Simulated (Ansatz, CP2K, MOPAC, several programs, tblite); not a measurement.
Energy against volume for MgS built on the CsCl prototype, at fixed shape and fractional coordinates, computed by several methods (PBE and r2SCAN, where shown, with plane waves in Ansatz); the cell shown is that of r2SCAN. Space group Pm-3m (No. 221), cubic; conventional cell a = 3.263 Å, 17.37 Å³ an atom. Mg is surrounded by 8 S at 2.83 Å; S is surrounded by 8 Mg at 2.83 Å. Computed, not measured; no magnetism was allowed, and whether the structure is a known phase isn't checked. Energies count from each curve's lowest point; fits are third-order Birch-Murnaghan.

```cif
data_structure
_symmetry_space_group_name_H-M 'Pm-3m'
_symmetry_Int_Tables_number 221
_cell_length_a 3.2628
_cell_length_b 3.2628
_cell_length_c 3.2628
_cell_angle_alpha 90.000
_cell_angle_beta 90.000
_cell_angle_gamma 90.000
_cell_volume 34.74
loop_
_atom_site_label
_atom_site_type_symbol
_atom_site_symmetry_multiplicity
_atom_site_Wyckoff_symbol
_atom_site_fract_x
_atom_site_fract_y
_atom_site_fract_z
_atom_site_occupancy
Mg1 Mg 1 a 0.00000 0.00000 0.00000 1
S1 S 1 b 0.50000 0.50000 0.50000 1
```

GFN2-xTB (tblite), on the shape of the cell shown, as a cluster of 54 atoms at the zone centre:
```tsv
V (Å³/atom)	E (meV/atom)
15.284	125.45
16.326	72.37
17.368	49.42
18.410	0.00
19.452	18.49
```
The points scatter about a smooth fit, a numerical artefact, so no fit is quoted.

PM7 (MOPAC), on the shape of the cell shown, as a cluster of 54 atoms at the zone centre:

| V (Å³/atom) | E (meV/atom) |
| --- | --- |
| 15.284 | 387.25 |
| 16.326 | 166.01 |
| 17.368 | 61.40 |
| 18.410 | 30.78 |
| 19.452 | 0.00 |

The lowest point is an end point, so the minimum isn't bracketed.

PBE, on the shape of its own relaxed cell:

| V (Å³/atom) | E (meV/atom) |
| --- | --- |
| 16.495 | 14.25 |
| 17.021 | 3.32 |
| 17.547 | 0.00 |
| 18.074 | 3.29 |
| 18.600 | 12.41 |

V₀ = 17.54 Å³ an atom and B₀ = 67 GPa.

PBE/SZV (CP2K), on the shape of the cell shown:
```tsv
V (Å³/atom)	E (meV/atom)
15.284	391.01
16.326	247.48
17.368	139.04
18.410	58.31
19.452	0.00
```
The lowest point is an end point, so the minimum isn't bracketed.

Question: r2SCAN, on the shape of its own relaxed cell, gives
```tsv
V (Å³/atom)	E (meV/atom)
16.326	15.75
16.847	3.55
17.368	0.00
17.889	3.82
18.410	13.80
```
What equilibrium volume and bulk modulus follow?

Answer: V₀ = 17.34 Å³ an atom and B₀ = 75 GPa.
